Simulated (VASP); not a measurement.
# Se (P3_121) in VASP: notebook, part 4 of 4

VASP 6.6.1.

### 5 Band structure, PBE

This run uses another cell than the first one, of 24.48 Å³/atom, 1.063 times its volume.

INCAR

```
PREC = Accurate ; ENCUT = 520
EDIFF = 1E-7 ; ISMEAR = 0
SIGMA = 0.03 ; LREAL = False
LASPH = True ; NELM = 80
ALGO = Normal ; ISIF = 2
LWAVE = False ; LCHARG = False
GGA = PE ; NBANDS = 16
KPAR = 2
```

KPOINTS

```
Automatic mesh
0
Gamma
  9 9 6
```

POSCAR

```
Se                                      
1.0
    4.0646724176      0.0000000000      0.0000000000
   -2.0323362088      3.5201095717      0.0000000000
    0.0000000000      0.0000000000      5.1336898583
  Se            
     3
Direct
     0.2477491666456899    0.0000000000000000    0.3333333332999970
     0.0000000000000000    0.2477491666456899    0.6666666667000030
     0.7522508333543101    0.7522508333543101    0.0000000000000000
```

KPOINTS_OPT

```
explicit points
168
Reciprocal
 0.0000000000  0.0000000000  0.0000000000 1
 0.0555555556  0.0000000000  0.0000000000 1
 0.1111111111  0.0000000000  0.0000000000 1
 0.1666666667  0.0000000000  0.0000000000 1
 0.2222222222  0.0000000000  0.0000000000 1
 0.2777777778  0.0000000000  0.0000000000 1
[... 160 lines left out ...]
 0.5000000000  0.0000000000  0.0275936500 1
 0.5000000000  0.0000000000 -0.0275936500 1
```

Potentials or basis: VASP PAW PBE potentials, release 64 (Se).

The run is started by

```bash
$ cat potpaw_PBE.64/Se/POTCAR > POTCAR
$ mpirun -np 2 vasp_std > vasp.out
```

OUTCAR:

```text
PREC = Accurate
   ENCUT = 520
   EDIFF = 1E-7
   ISMEAR = 0
   LREAL = False
   LASPH = True
   NELM = 80
   ISIF = 2
   GGA = PE

 ion  position               nearest neighbor table
   1  0.248  0.000  0.333-   3 2.44   2 2.44
   2  0.000  0.248  0.667-   3 2.44   1 2.44
   3  0.752  0.752  0.000-   2 2.44   1 2.44

  LATTYP: Found a hexagonal cell.
 ALAT       =     4.0646724176
 C/A-ratio  =     1.2630021145

  Lattice vectors:

 A1 = (   4.0646724176,   0.0000000000,   0.0000000000)
 A2 = (  -2.0323362088,   3.5201095717,   0.0000000000)
 A3 = (   0.0000000000,   0.0000000000,   5.1336898583)

Analysis of symmetry for initial positions (statically):
=====================================================================
 Subroutine PRICEL returns:
 Original cell was already a primitive cell.

 Routine SETGRP: Setting up the symmetry group for a
 hexagonal supercell.
[... 163 lines left out ...]

 Free energy of the ion-electron system (eV)
  ---------------------------------------------------
  ext. energy  EPLUGINS =         0.00000000
  ---------------------------------------------------
  free energy    TOTEN  =       -10.42279178 eV

  energy without entropy =      -10.42279178  energy(sigma->0) =      -10.42279178

 E-fermi :   3.8760     XC(G=0):  -9.4363

 val. band max:        3.6791097376   @ k =   0.3333   0.3333   0.5000
 cond. band min:       4.1933308646   @ k =   0.3333   0.3333   0.5000
 fundamental gap:      0.5142211270
 Fermi energy:         3.8759734312

 k-point     1 :       0.0000    0.0000    0.0000
  band No.  band energies     occupation
      1     -12.2623      2.00000
      2      -8.2282      2.00000
      3      -8.2282      2.00000
      4       0.0582      2.00000
      5       0.2554      2.00000
      6       0.2554      2.00000
[... 433 lines left out ...]
      3      -7.5136      2.00000
      4      -1.6346      2.00000
      5      -1.1270      2.00000
      6       0.0631      2.00000
[... 8 lines left out ...]
     15      12.5028      0.00000
     16      13.1822      0.00000

 [... further k-points ...]
[... 5 lines left out ...]
  --------------------------------------------------------------------------------------
  -------------------------------------------------------------------------------------
  Total        1.1528646      1.1528646      1.1222058      0.0000000      0.0000000     -0.0000000
  in kB       25.1464993     25.1464993     24.4777633      0.0000000      0.0000000     -0.0000000
  external PRESSURE =      24.9235873 kB  Pullay stress =       0.0000000 kB

 VOLUME and BASIS-vectors are now :
 -----------------------------------------------------------------------------
  energy-cutoff  :      520.00
  volume of cell :       73.45
      direct lattice vectors                 reciprocal lattice vectors
     4.064672418  0.000000000  0.000000000     0.246022286  0.142041033  0.000000000
    -2.032336209  3.520109572  0.000000000     0.000000000  0.284082066  0.000000000
     0.000000000  0.000000000  5.133689858     0.000000000  0.000000000  0.194791666

 POSITION                                       TOTAL-FORCE (eV/Angst)
 -----------------------------------------------------------------------------------
      1.00702      0.00000      1.71123        -0.000998      0.000000      0.000000
     -0.50351      0.87210      3.42246         0.000499     -0.000864     -0.000000
      1.52883      2.64801      0.00000         0.000499      0.000864      0.000000
 -----------------------------------------------------------------------------------
    total drift:                               -0.000001     -0.000001      0.000000

  FREE ENERGIE OF THE ION-ELECTRON SYSTEM (eV)
  ---------------------------------------------------
  free  energy   TOTEN  =       -10.4227917795 eV

  energy  without entropy=      -10.4227917795  energy(sigma->0) =      -10.42279178
```

OSZICAR:

```text
N       E                     dE             d eps       ncg     rms          rms(c)
DAV:   1     0.798226115309E+02    0.79823E+02   -0.73220E+03  1984   0.947E+02
DAV:   2    -0.569261979488E+01   -0.85515E+02   -0.80962E+02  2648   0.155E+02
DAV:   3    -0.104475533480E+02   -0.47549E+01   -0.47342E+01  2400   0.415E+01
[... 28 lines left out ...]
DAV:   8    -0.290765024287E+04   -0.46347E-07     2040
       N       E                     dE             ncg
DAV:   1     0.912206991642E+04   -0.23897E+05     1408
DAV:   2     0.553799045513E+04   -0.35841E+04     1912
DAV:   3     0.534803442299E+04   -0.18996E+03     1808
DAV:   4     0.534687678828E+04   -0.11576E+01     1896
DAV:   5     0.534686990173E+04   -0.68866E-02     1864
DAV:   6     0.534686983255E+04   -0.69176E-04     1936
DAV:   7     0.534686983166E+04   -0.88919E-06     1944
DAV:   8     0.534686983165E+04   -0.10035E-07     1584
```

It took 71 s on 2 MPI ranks of Intel Xeon Platinum 8488C (Sapphire Rapids), shared host; peak memory 0.23 GiB.

Results:

```
Free energy             : -10.4228 eV
Pressure                : 2.5 GPa
Band gap on the k mesh  : 0.51 eV, direct
Band gap along the path : 0.45 eV, indirect (least direct gap 0.50 eV)
```

Levels at the corners of the path, in eV from the valence-band top:
```tsv
point	band 7	band 8	band 9	band 10	band 11	band 12
Γ	-1.92	-1.92	-0.58	1.41	1.41	2.01
M	-3.59	-1.51	-1.02	1.42	1.67	4.19
M	-3.59	-1.51	-1.02	1.42	1.67	4.19
K	-3.26	-3.05	-2.47	3.18	3.18	3.68
K	-3.26	-3.05	-2.47	3.18	3.18	3.68
Γ	-1.92	-1.92	-0.58	1.41	1.41	2.01
Γ	-1.92	-1.92	-0.58	1.41	1.41	2.01
A	-1.43	-1.39	-1.39	0.88	0.91	0.91
A	-1.43	-1.39	-1.39	0.88	0.91	0.91
L	-2.45	-1.97	-0.13	1.26	2.45	2.91
L	-2.45	-1.97	-0.13	1.26	2.45	2.91
H	-1.20	-0.06	-0.06	0.45	2.17	2.17
H	-1.20	-0.06	-0.06	0.45	2.17	2.17
A	-1.43	-1.39	-1.39	0.88	0.91	0.91
L	-2.45	-1.97	-0.13	1.26	2.45	2.91
M	-3.59	-1.51	-1.02	1.42	1.67	4.19
K	-3.26	-3.05	-2.47	3.18	3.18	3.68
H	-1.20	-0.06	-0.06	0.45	2.17	2.17
```

As with any semilocal functional, this PBE gap is likely too small.

### 6 Band structure, LDA

This run uses another cell than the first one, of 24.48 Å³/atom, 1.063 times its volume.

Edit INCAR of step 5 so:

```diff
@@ -6,3 +6,3 @@
 LWAVE = False ; LCHARG = False
-GGA = PE ; NBANDS = 16
+GGA = CA ; NBANDS = 16
 KPAR = 2
```

KPOINTS is that of step 5.

POSCAR is that of step 5.

KPOINTS_OPT is that of step 5.

Potentials or basis: VASP PAW LDA potentials, release 64 (Se).

The run is started by

```bash
$ cat potpaw_LDA.64/Se/POTCAR > POTCAR
$ mpirun -np 2 vasp_std > vasp.out
```

Run time: 62 s. Hardware: 2 MPI ranks of Intel Xeon Platinum 8488C (Sapphire Rapids), shared host; peak memory 0.21 GiB.

It converged, with:

```yaml
Free_energy: -12.4532 eV
Pressure: -2.1 GPa
Largest_force: 0.078 eV/Å
Band_gap_on_the_k_mesh: 0.42 eV, direct
Band_gap_along_the_path: 0.36 eV, indirect (least direct gap 0.41 eV)
```

Forces in eV/Å, atoms in the order of the input:
```
Se  -0.078  0.000  0.000
Se   0.039 -0.067  0.000
Se   0.039  0.067  0.000
```

Stress tensor (GPa, compression positive):
```
-1.93  0.00  0.00
 0.00 -1.93  0.00
 0.00  0.00 -2.30
```

Levels at the corners of the path, in eV from the valence-band top:
| point | band 5 | band 6 | band 7 | band 8 | band 9 | band 10 | band 11 | band 12 | band 13 | band 14 |
| --- | --- | --- | --- | --- | --- | --- | --- | --- | --- | --- |
| Γ | -3.50 | -3.50 | -1.92 | -1.92 | -0.57 | 1.34 | 1.34 | 1.94 | 6.23 | 6.23 |
| M | -5.01 | -3.84 | -3.63 | -1.52 | -1.02 | 1.34 | 1.59 | 4.14 | 4.27 | 8.36 |
| M | -5.01 | -3.84 | -3.63 | -1.52 | -1.02 | 1.34 | 1.59 | 4.14 | 4.27 | 8.36 |
| K | -5.25 | -3.30 | -3.30 | -3.07 | -2.48 | 3.13 | 3.13 | 3.63 | 5.87 | 7.44 |
| K | -5.25 | -3.30 | -3.30 | -3.07 | -2.48 | 3.13 | 3.13 | 3.63 | 5.87 | 7.44 |
| Γ | -3.50 | -3.50 | -1.92 | -1.92 | -0.57 | 1.34 | 1.34 | 1.94 | 6.23 | 6.23 |
| Γ | -3.50 | -3.50 | -1.92 | -1.92 | -0.57 | 1.34 | 1.34 | 1.94 | 6.23 | 6.23 |
| A | -3.15 | -3.15 | -1.41 | -1.39 | -1.39 | 0.80 | 0.80 | 0.83 | 5.54 | 6.92 |
| A | -3.15 | -3.15 | -1.41 | -1.39 | -1.39 | 0.80 | 0.80 | 0.83 | 5.54 | 6.92 |
| L | -4.41 | -4.29 | -2.48 | -1.99 | -0.14 | 1.20 | 2.40 | 2.85 | 5.84 | 7.21 |
| L | -4.41 | -4.29 | -2.48 | -1.99 | -0.14 | 1.20 | 2.40 | 2.85 | 5.84 | 7.21 |
| H | -5.53 | -5.53 | -1.19 | -0.06 | -0.06 | 0.36 | 2.11 | 2.11 | 6.98 | 8.32 |
| H | -5.53 | -5.53 | -1.19 | -0.06 | -0.06 | 0.36 | 2.11 | 2.11 | 6.98 | 8.32 |
| A | -3.15 | -3.15 | -1.41 | -1.39 | -1.39 | 0.80 | 0.80 | 0.83 | 5.54 | 6.92 |
| L | -4.41 | -4.29 | -2.48 | -1.99 | -0.14 | 1.20 | 2.40 | 2.85 | 5.84 | 7.21 |
| M | -5.01 | -3.84 | -3.63 | -1.52 | -1.02 | 1.34 | 1.59 | 4.14 | 4.27 | 8.36 |
| K | -5.25 | -3.30 | -3.30 | -3.07 | -2.48 | 3.13 | 3.13 | 3.63 | 5.87 | 7.44 |
| H | -5.53 | -5.53 | -1.19 | -0.06 | -0.06 | 0.36 | 2.11 | 2.11 | 6.98 | 8.32 |

### 7 Overview

| task | level | potentials or basis | cell | k mesh | cutoff (eV) | by perturbation theory | monkhorst-Pack mesh | gap on the mesh (eV) | pressure (GPa) |
| --- | --- | --- | --- | --- | --- | --- | --- | --- | --- |
| phonons | LDA | VASP PAW LDA potentials, release 64 (Se) | P3_121, 23.04 Å³/atom | 9 × 9 × 6 | 600 | no | - | - | - |
| dielectric tensor | LDA | VASP PAW LDA potentials, release 64 (Se) | P3_121, 23.04 Å³/atom | 12 × 12 × 9 | 600 | - | no | 0.44 | - |
| phonons | r2SCAN | VASP PAW PBE potentials, release 64 (Se) | P3_121, 29.19 Å³/atom | 9 × 9 × 6 | 600 | no | - | - | - |
| band structure | PBE | VASP PAW PBE potentials, release 64 (Se) | P3_121, 24.48 Å³/atom | 9 × 9 × 6 | 520 | - | - | 0.51 | 2.5 |
| band structure | LDA | VASP PAW LDA potentials, release 64 (Se) | P3_121, 24.48 Å³/atom | 9 × 9 × 6 | 520 | - | - | 0.42 | -2.1 |

Alike in all rows: no spin polarisation; smearing gaussian 0.03 eV.

Caveats: the gap is small at this level, which inflates the dielectric constant (some runs); an odd mesh through Γ misses points on the zone boundary, where band edges often lie (some runs); the PAW data sets were made with another functional, which shifts forces and pressure a little (some runs).

Total energies depend on the potentials used, so only differences within one code and one set of settings carry meaning.
